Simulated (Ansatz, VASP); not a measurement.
# Cross-check of SiC between VASP and Ansatz

Aim: how closely do two programs agree when they are given the same cell, functional and k mesh? The cell is taken from a series of runs on this material, whose earlier steps may have relaxed, scaled, displaced or heated it; both programs get it as it stands.

Calculated with Ansatz 0.2.0; plane waves, with VASP 6.6.1 beside it; relaxation of cell and atoms at PBEsol.

## 1. Starting point

It takes space group P6_3mc (No. 186, hexagonal). Conventional cell: a = 3.080 Å, b = 3.080 Å, c = 5.030 Å, α = 90.00°, β = 90.00°, γ = 120.00°. Si has 4 C at 1.89 Å nearest. C has 4 Si at 1.89 Å nearest. Farther neighbours are not listed.

## 2. Ansatz: relaxation of cell and atoms, PBEsol, pair 1

Ansatz runs on its PAW soft_1 files.

The relaxed volume is the usual yardstick between codes: in a stiff, nearly cubic crystal its relative difference is about their pressure difference at one cell divided by the bulk modulus.

The input, input.yaml:

```yaml
crystal:
  lattice:
    - [3.08, 0.0, 0.0]
    - [-1.54, 2.66735824, 0.0]
    - [0.0, 0.0, 5.02961894]
  atoms:
    - { symbol: Si, position: [0.33333333, 0.66666667, 0.0] }
    - { symbol: Si, position: [0.66666667, 0.33333333, 0.5] }
    - { symbol: C, position: [0.33333333, 0.66666667, 0.375] }
    - { symbol: C, position: [0.66666667, 0.33333333, 0.875] }
kpoints:
  mp_grid: { grid: [12, 12, 7] }
scf:
  occupations: { method: fermi_dirac, width: 0.02 }
hamiltonian:
  xc: pbesol
  pseudopotentials: { kind: paw, azcp: { folder: soft_1 }, xc_functional: pbe }
basis:
  ecutwfc: 600
output:
  forces: true
  stress: true
relax:
  f_tol: 0.005
  max_steps: 70
  cell: { stress_tol: 0.02, p_target: 0 }
```

Run with:

```
$ ansatz run input.yaml --threads 4 --pin off --max-ram 10240MiB --backend cpu --events-out ev --progress --plain --runs-dir out
```

Numbers of over 12 decimals in the logs are rounded to 6 here.

Output:

```text
Engine: ansatz 0.2.0, aarch64-unknown-linux-gnu
Pseudopotentials: kind: paw
Pseudopotential: Si, paw, valence charge 4, recommended cutoff 420 eV (normal), soft_1/Si.paw.azcp
Pseudopotential: C, paw, valence charge 4, recommended cutoff 420 eV (normal), soft_1/C.paw.azcp
Functional definition: PBEsol
  exchange = pbesol_x
  correlation = pbesol_c
Crystal: 4 atoms, lattice volume = 41.321 Å³
Basis set: ecut = 600 eV, 1389 PW (Γ), exchange–correlation on 50×50×90 points (8 copies of the dense FFT grid, shifted against one another)
Bands: 12, of which v1, the nominal top of the filled ones, is band 8 counted from 1 (7 counted from 0)
Symmetry: 12 space group operations
Space group: P63mc (ITA 186), of the structure as read, at distance tolerance 3.5e-5 Å
k-points: 76 of 1008 (time reversal used)
Non-local potential: Si, projectors of the file, l = 0: 2, l = 1: 2, l = 2: 1
Non-local potential: C, projectors of the file, l = 0: 2, l = 1: 2, l = 2: 1
PAW form: soft (Blöchl's): semilocal exchange-correlation on the pseudo side does not see the compensation charge
PAW frozen core: Si, regenerated for the run's functional, and the local potential with it (the file was generated under x = pbe(κ = 0.804, μ = 0.219515), c = pbe(β = 0.066725))
PAW frozen core: C, regenerated for the run's functional, and the local potential with it (the file was generated under x = pbe(κ = 0.804, μ = 0.219515), c = pbe(β = 0.066725))
PAW one-centre angular grid: Si, 110 points (default); XC on 64 Gauss nodes
PAW one-centre angular grid: C, 110 points (default); XC on 64 Gauss nodes
Initial density: superposition of atomic densities (chi_scale 0.1, normalization cell, long waves kept (reshape's long-wave potential 0.00 eV rms))
Initial wavefunctions: pseudopotential atomic-orbital guess
Functional: x = pbesol(κ = 0.804, μ = 0.123457), c = pbesol(β = 0.046)
SCF iter   1: F=—  HF=-1740.300239 eV  |F-HF|=—  |Δ(HF+E_count)|=         —  Δρ=1.34e-1  dr2=9.01e0  ethr=3.10e-3  ⟨swp⟩=6.0  Hψ=6662  notcnv=0
preconditioner: auto → none  [insulator: Δε(μ)=4.196 eV  Ē_g=12.723 eV  σ=0.020 eV  W_gap=1.00  n_scr=2 (ndim 8)  ℏωp=23.1 eV  f_vac=0.000  D(μ)=0.00/eV (n_scr^D=0)  ε∞_Penn≈4.3]
SCF iter   2: F=—  HF=-1737.577112 eV  |F-HF|=—  |Δ(HF+E_count)|=    2.72e0  Δρ=4.74e-2  dr2=5.65e-1  ethr=3.10e-3  ⟨swp⟩=4.2  Hψ=3000  notcnv=0
SCF iter   3: F=—  HF=-1737.425484 eV  |F-HF|=—  |Δ(HF+E_count)|=   1.52e-1  Δρ=1.87e-2  dr2=7.39e-2  ethr=3.10e-3  ⟨swp⟩=2.5  Hψ=2032  notcnv=0
SCF iter   4: F=—  HF=-1737.413762 eV  |F-HF|=—  |Δ(HF+E_count)|=   1.17e-2  Δρ=1.46e-3  dr2=5.48e-4  ethr=4.62e-4  ⟨swp⟩=2.0  Hψ=1216  notcnv=0
SCF iter   5: F=—  HF=-1737.413922 eV  |F-HF|=—  |Δ(HF+E_count)|=   1.60e-4  Δρ=1.99e-4  dr2=5.72e-6  ethr=3.42e-6  ⟨swp⟩=2.5  Hψ=1566  notcnv=0
SCF iter   6: F=—  HF=-1737.413926 eV  |F-HF|=—  |Δ(HF+E_count)|=   3.42e-6  Δρ=6.65e-5  dr2=9.44e-7  ethr=3.58e-8  ⟨swp⟩=2.0  Hψ=1520  notcnv=0
SCF iter   7: F=-1737.413925 eV  HF=-1737.413925 eV  |F-HF|=1.73e-8  |Δ(HF+E_count)|=   2.90e-7  Δρ=1.45e-5  dr2=4.04e-8  ethr=6.25e-10  ⟨swp⟩=3.1  Hψ=3824  notcnv=0
SCF 1 converged in 7 iterations: F = -1737.413925 eV  dr2 = 4.04e-8
  greatest PAW one-centre occupation: 0.645 electrons in one spin orbital (limit 2), on the C atom at site 3 (counted from 0), in its partial waves of l = 0
relax step   1: F+E_penalty+E_count = -1737.41392531 eV  Δ(F+E_penalty+E_count) = +0.000e0 eV  max|allowed force component| = 1.265e-1 eV/Å  Δτ_max = 0.0000 Å  P = +0.204 GPa  Ω = 41.321 Å³  (7 SCF iters, dr2 threshold 1.00e-7 eV, accepted)
[...]
relax step   2: F+E_penalty+E_count = -1737.41514525 eV  Δ(F+E_penalty+E_count) = -1.220e-3 eV  max|allowed force component| = 1.117e-1 eV/Å  Δτ_max = 0.0010 Å  P = +0.098 GPa  Ω = 41.340 Å³  energy of the carried Pulay correction = -1.870e-6 eV  (4 SCF iters, dr2 threshold 4.00e-7 eV, accepted)
[...]
relax step   3: F+E_penalty+E_count = -1737.41561313 eV  Δ(F+E_penalty+E_count) = -4.679e-4 eV  max|allowed force component| = 6.300e-2 eV/Å  Δτ_max = 0.0013 Å  P = +0.016 GPa  Ω = 41.356 Å³  energy of the carried Pulay correction = -3.416e-6 eV  (3 SCF iters, dr2 threshold 4.00e-7 eV, accepted)
[...]
relax step   4: F+E_penalty+E_count = -1737.41583400 eV  Δ(F+E_penalty+E_count) = -2.209e-4 eV  max|allowed force component| = 7.736e-4 eV/Å  Δτ_max = 0.0018 Å  P = +0.004 GPa  Ω = 41.359 Å³  energy of the carried Pulay correction = -3.662e-6 eV  (3 SCF iters, dr2 threshold 2.48e-7 eV, accepted)
[...]
relax step   5: F+E_penalty+E_count = -1737.41583783 eV  Δ(F+E_penalty+E_count) = -3.827e-6 eV  max|allowed force component| = 8.076e-4 eV/Å  Δτ_max = 0.0000 Å  P = +0.003 GPa  Ω = 41.359 Å³  stress off target by 5.79e-3 GPa  SCF on the basis re-selected at this cell (its energy is not comparable with the rows above)  (5 SCF iters)
basis re-selected at this cell: Δ(F+E_penalty+E_count) = -3.827e-6 eV, ΔP = -0.001 GPa vs the last step (what re-selecting the basis moved, of the pressure what is left beyond the Pulay correction that the steps carried, after the strain that the cell walked since its last selection, with what the two solves' SCF thresholds leave and, on support functions, any second-order correction that the steps lacked; it is no m [...]
SCF converged after 5 iterations
Free energy (F): -1737.415838 eV
Harris-Foulkes:  -1737.415838 eV  (|F-HF|=0.00e0)
Internal energy: -1737.415838 eV  (E = F + TS)
E sigma→0 (E₀):  -1737.415838 eV
Fermi energy:    10.637287 eV
--- Per-component energies (eV) ---
  E_band       = 56.276573
  E_kinetic    = 265.940135
  E_local      = -191.423602  (includes V_loc(G=0)·N_el)
  E_nonlocal   = 90.746155
  E_hartree    = 63.511734
  E_xc         = -209.648568
  E_vxc        = -217.068922  (∫ρ·V_xc dr)
  E_paw        = -1187.787805  (= ΣΔE_a)
  E_vpaw       = -18.940678  (= ΣTr[D̂ρ^β])
  E_aug_tail   = 0.000023  (compensation charges beyond the density's cutoff)
  E_ewald      = -568.859232
  E_core_change = 0.105322  (= ΣΔE_core)
  E_smearing   = -0.000000  (= −TS)
  E_closure    = 0.000000  (closes the sum)
  Σ components = -1737.415838   (vs F -1737.415838, Δ=0.00e0)
--- Forces (eV/Å), atoms counted from 1 ---
  atom   1  Si    -0.00000000     0.00000000    -0.00080751
  atom   2  Si     0.00000000    -0.00000000    -0.00080751
  atom   3  C     -0.00000000     0.00000000     0.00080778
  atom   4  C      0.00000000    -0.00000000     0.00080778
  max |Σ_I F_I| component: 5.32e-7 eV/Å
--- Stress (GPa, compression-positive) ---
        0.005789      -0.000000      -0.000000
        0.000000       0.005789      -0.000000
       -0.000000       0.000000      -0.002467
  P = ⅓ Tr σ = 0.0030 GPa (0.030 kbar)
--- Relaxed structure (4 steps of the walk, 4 accepted, 1 SCFs on fresh bases) ---
  F+E_penalty+E_count = -1737.41583783 eV   max|allowed force component| = 8.076e-4 eV/Å   (the final SCF, on the basis selected at the relaxed cell)
  cell:  # Å, volume = 41.3586 Å³
    - [3.075862, 0, 0]
    - [-1.537931, 2.663774, 0]
    - [0, 0.0, 5.047795]
  atoms:
    - { symbol: Si, position: [0.333333, 0.666667, -0.000402344] }
    - { symbol: Si, position: [0.666667, 0.333333, 0.499598] }
    - { symbol: C, position: [0.333333, 0.666667, 0.375402] }
    - { symbol: C, position: [0.666667, 0.333333, 0.875402] }
```

The column dr2 measures how far the density is from self-consistency, as an energy; F and HF (Harris–Foulkes) agree once it is small.

## 3. VASP: relaxation of cell and atoms, PBEsol, pair 1

The same cell, functional, mesh and smearing now go to VASP, with its own data sets.

Lines of VASP's logs that name or quote its potential files are left out, and so is its time.

The input, INCAR:

```
SYSTEM = SiC
PREC = Accurate
ENCUT = 600
EDIFF = 1E-07
NELM = 120
ISMEAR = -1
SIGMA = 0.02
LREAL = .FALSE.
ALGO = Normal
GGA = PS
NBANDS = 14
LORBIT = 11
LWAVE = .FALSE.
LCHARG = .FALSE.
ISIF = 3
IBRION = 2
NSW = 80
EDIFFG = -0.005
LASPH = .TRUE.
GGA_COMPAT = .FALSE.
NELMIN = 4
EFERMI = MIDGAP
KPAR = 4
```

The input, POSCAR:

```
SiC
1.0
    3.0800000000      0.0000000000      0.0000000000
   -1.5400000000      2.6673582400      0.0000000000
    0.0000000000      0.0000000000      5.0296189400
Si C
2 2
Direct
    0.3333333433      0.6666666767      0.0000000000
    0.6666666767      0.3333333433      0.5000000000
    0.3333333433      0.6666666767      0.3750000000
    0.6666666767      0.3333333433      0.8750000000
```

The input, KPOINTS:

```
Automatic mesh
0
Gamma
12 12 7
0 0 0
```

PAW data sets: Si and C (PBE family, release 64).

Run with:

```
$ mpirun -np 4 vasp_std
```

Output:

```text
[banner, memory and clock lines left out]
running    4 mpi-ranks, on    1 nodes
 distrk:  each k-point on    1 cores,    4 groups
 distr:  one band on    1 cores,    1 groups

 POSCAR found type information on POSCAR SiC
 POSCAR found :  2 types and       4 ions
|                                                                             |
|               ----> ADVICE to this user running VASP <----                  |
|                                                                             |
|     You enforced a specific xc type in the INCAR file but a different       |
|     [... a line on the potential file left out ...]
|     I HOPE YOU KNOW WHAT YOU ARE DOING!                                     |
|                                                                             |

 LDA part: xc-table for (Slater+PW92), standard interpolation
 POSCAR, INCAR and KPOINTS ok, starting setup
 FFT: planning ... GRIDC
 FFT: planning ... GRID_SOFT
 FFT: planning ... GRID
 WAVECAR not read
 entering main loop
       N       E                     dE             d eps       ncg     rms          rms(c)
DAV:   1     0.338176382133E+02    0.33818E+02   -0.78993E+03  2128   0.114E+03
DAV:   2    -0.322903728322E+02   -0.66108E+02   -0.60118E+02  2948   0.184E+02
DAV:   3    -0.354073172066E+02   -0.31169E+01   -0.30973E+01  2974   0.374E+01
DAV:   4    -0.354379154548E+02   -0.30598E-01   -0.30593E-01  2368   0.441E+00
DAV:   5    -0.354382884291E+02   -0.37297E-03   -0.37294E-03  3010   0.463E-01    0.124E+01
DAV:   6    -0.319686258853E+02    0.34697E+01   -0.78938E+00  2710   0.171E+01    0.568E+00
DAV:   7    -0.318534354458E+02    0.11519E+00   -0.98955E-01  2976   0.617E+00    0.239E+00
DAV:   8    -0.318253753078E+02    0.28060E-01   -0.55136E-02  2524   0.153E+00    0.570E-01
DAV:   9    -0.318223317944E+02    0.30435E-02   -0.72439E-03  2698   0.582E-01    0.119E-01
DAV:  10    -0.318224567449E+02   -0.12495E-03   -0.54423E-04  2668   0.157E-01    0.529E-02
DAV:  11    -0.318224606159E+02   -0.38710E-05   -0.37299E-05  2656   0.487E-02    0.112E-02
DAV:  12    -0.318224610026E+02   -0.38672E-06   -0.24041E-06  2704   0.107E-02    0.276E-03
DAV:  13    -0.318224611670E+02   -0.16434E-06   -0.29970E-07  2740   0.331E-03    0.184E-03
DAV:  14    -0.318224611671E+02   -0.14052E-09   -0.11790E-08  1424   0.856E-04
   1 F= -.31822461E+02 E0= -.31822461E+02  d E =-.318225E+02
[...]
2 F= -.31821044E+02 E0= -.31821044E+02  d E =0.141667E-02
[...]
3 F= -.31824430E+02 E0= -.31824430E+02  d E =-.196895E-02
[...]
4 F= -.31824430E+02 E0= -.31824430E+02  d E =-.196851E-02
 curvature:  -0.21 expect dE=-0.155E-04 dE for cont linesearch -0.525E-06
 ZBRENT: accuracy reached
 trial: gam=-0.00844 g(F)=  0.343E-04 g(S)=  0.385E-04 ort = 0.151E-03 (trialstep = 0.884E+00)
 search vector abs. value=  0.709E-04
 bond charge predicted
       N       E                     dE             d eps       ncg     rms          rms(c)
DAV:   1    -0.318244682255E+02   -0.38552E-04   -0.19998E-03  2212   0.357E-01    0.180E-02
DAV:   2    -0.318244613448E+02    0.68806E-05   -0.19191E-05  2944   0.318E-02    0.971E-03
DAV:   3    -0.318244579255E+02    0.34194E-05   -0.52412E-06  2632   0.158E-02    0.164E-03
DAV:   4    -0.318244578516E+02    0.73871E-07   -0.48316E-07  2734   0.487E-03
   5 F= -.31824458E+02 E0= -.31824458E+02  d E =-.281739E-04
 trial-energy change:   -0.000028  1 .order   -0.000029   -0.000063    0.000006
 step:   0.8047(harm=  0.8074)  dis= 0.00056  next Energy=   -31.824458 (dE=-0.284E-04)
 reached required accuracy - stopping structural energy minimisation
```

From OUTCAR (step 3):

```text
ion  position               nearest neighbor table
   1  0.333  0.667  0.000-   4 1.89   4 1.89   4 1.89   3 1.89   2 3.08   2 3.08   2 3.08   2 3.08
                             2 3.08   2 3.08
   2  0.667  0.333  0.500-   3 1.89   3 1.89   3 1.89   4 1.89   1 3.08   1 3.08   1 3.08   1 3.08
                             1 3.08   1 3.08
   3  0.333  0.667  0.375-   2 1.89   2 1.89   2 1.89   1 1.89
   4  0.667  0.333  0.875-   1 1.89   1 1.89   1 1.89   2 1.89

  LATTYP: Found a hexagonal cell.
 ALAT       =     3.0800000000
 C/A-ratio  =     1.6329931623

 Subroutine GETGRP returns: Found 12 space group operations
 (whereof  6 operations were pure point group operations)

The static configuration has the point symmetry C_3v.
 The point group associated with its full space group is C_6v.

 Found     76 irreducible k-points:

   k-points           NKPTS =     76   k-points in BZ     NKDIM =     76   number of bands    NBANDS=     14

   dimension x,y,z NGX =    28 NGY =   28 NGZ =   40
   dimension x,y,z NGXF=    56 NGYF=   56 NGZF=   80

   ENCUT  =  600.0 eV  44.10 Ry    6.64 a.u.   6.15  6.15 10.05*2*pi/ulx,y,z

   NELECT =      16.0000    total number of electrons

 k-points in reciprocal lattice and weights: Automatic mesh
   0.00000000  0.00000000  0.00000000       0.001
   0.08333333  0.00000000  0.00000000       0.006
   0.16666667  0.00000000  0.00000000       0.006
   0.25000000  0.00000000  0.00000000       0.006
   0.33333333  0.00000000  0.00000000       0.006
   0.41666667  0.00000000  0.00000000       0.006
   0.50000000  0.00000000  0.00000000       0.003
   0.08333333  0.08333333  0.00000000       0.006
   0.16666667  0.08333333  0.00000000       0.012
[...]
0.33333333  0.25000000  0.42857143       0.024
   0.33333333  0.33333333  0.42857143       0.004

 average (electrostatic) potential at core
       1 -80.1302       2 -80.1302       3 -44.9515       4 -44.9515

 E-fermi :   9.2535

 k-point     1 :       0.0000    0.0000    0.0000
  band No.  band energies     occupation
    ...
      4       6.8733      2.00000
      5       6.8733      2.00000
      6       8.0819      2.00000
      7       8.1955      2.00000
      8       8.1955      2.00000
      9      12.9251      0.00000
     10      14.3364      0.00000
     11      14.7826      0.00000
     12      14.7826      0.00000
     13      15.8652      0.00000
    ...

 k-point     2 :       0.0833    0.0000    0.0000
  band No.  band energies     occupation
    ...
      4       6.1822      2.00000
      5       6.6595      2.00000
      6       7.7321      2.00000
      7       8.0043      2.00000
      8       8.1298      2.00000
      9      13.3329      0.00000
     10      14.3037      0.00000
     11      14.8207      0.00000
     12      15.0345      0.00000
     13      16.0436      0.00000
    ...

 k-point     3 :       0.1667    0.0000    0.0000
  band No.  band energies     occupation
    ...
      4       4.6818      2.00000
      5       6.1775      2.00000
      6       6.6162      2.00000
      7       7.7187      2.00000
      8       7.9092      2.00000
      9      12.9693      0.00000
     10      14.8875      0.00000
     11      15.2109      0.00000
     12      15.4391      0.00000
     13      15.5721      0.00000
    ...

  Total       -0.0164640     -0.0164640      0.0000588      0.0000000      0.0000000      0.0000000
  in kB       -0.6370034     -0.6370034      0.0022768      0.0000000      0.0000000      0.0000000
  external PRESSURE =      -0.4239100 kB  Pullay stress =       0.0000000 kB

  energy-cutoff  :      600.00
  volume of cell :       41.41
      direct lattice vectors                 reciprocal lattice vectors
     3.077238325  0.000000000  0.000000000     0.324966705  0.187619615  0.000000000
    -1.538619162  2.664966559  0.000000000     0.000000000  0.375239230  0.000000000
     0.000000000  0.000000000  5.049519794     0.000000000  0.000000000  0.198038634

 POSITION                                       TOTAL-FORCE (eV/Angst)
 -----------------------------------------------------------------------------------
      0.00000      1.77664      5.04753        -0.000000     -0.000000     -0.002942
      1.53862      0.88832      2.52277        -0.000000     -0.000000     -0.002942
      0.00000      1.77664      1.89556        -0.000000      0.000000      0.002942
      1.53862      0.88832      4.42032         0.000000      0.000000      0.002942
 -----------------------------------------------------------------------------------
    total drift:                               -0.000005     -0.000008     -0.000127

  FREE ENERGIE OF THE ION-ELECTRON SYSTEM (eV)
  ---------------------------------------------------
  free  energy   TOTEN  =       -31.8244578516 eV

  energy  without entropy=      -31.8244578516  energy(sigma->0) =      -31.82445785

 reached required accuracy - stopping structural energy minimisation

 total charge
# of ion       s       p       d       tot
------------------------------------------
    1        0.709   0.968   0.000   1.677
    2        0.709   0.968   0.000   1.677
    3        0.831   1.701   0.000   2.533
    4        0.831   1.701   0.000   2.533
--------------------------------------------------
tot          3.082   5.338   0.000   8.420

[... 3 further parts left out ...]
```

CONTCAR:

```
SiC
   1.00000000000000
     3.0772383249805642    0.0000000000000000    0.0000000000000000
    -1.5386191624902821    2.6649665592860052    0.0000000000000000
     0.0000000000000000    0.0000000000000000    5.0495197942028671
  Si              C
     2     2
Direct
     0.3333333432999979    0.6666666766999967    0.9996067490494116
     0.6666666766999967    0.3333333432999979    0.4996067490494116
     0.3333333432999979    0.6666666766999967    0.3753932509505884
     0.6666666766999967    0.3333333432999979    0.8753932509505884
```

## 4. Differences

Known differences besides the potentials themselves: Ansatz makes its cores anew for this functional, VASP keeps those of its PBE data sets; Ansatz adds a Pulay correction to the stress that steers its cell, VASP none. Total energies have different zeros and are not compared.

Compared:

```csv
quantity,Ansatz,VASP,difference
volume (Å³),41.36,41.41,-0.12 %
"edge a after relaxation, in the typed setting (Å)",3.076,3.077,-0.04 %
"edge c after relaxation, in the typed setting (Å)",5.048,5.050,-0.03 %
```

[end of part 1 of 2]

[Lines on the potential files, build, host, timing and source positions are cut from VASP's logs without a mark.]

[Logs are printed without paths, hosts, clocks, repeated set-up lines and the standing remarks that a program may print on its own settings, such as how far it seeks lower states.]

[Hosts, paths, dates, database ids (printed as entryN), source tags and the programs' standing remarks are cut or masked in the printed files.]
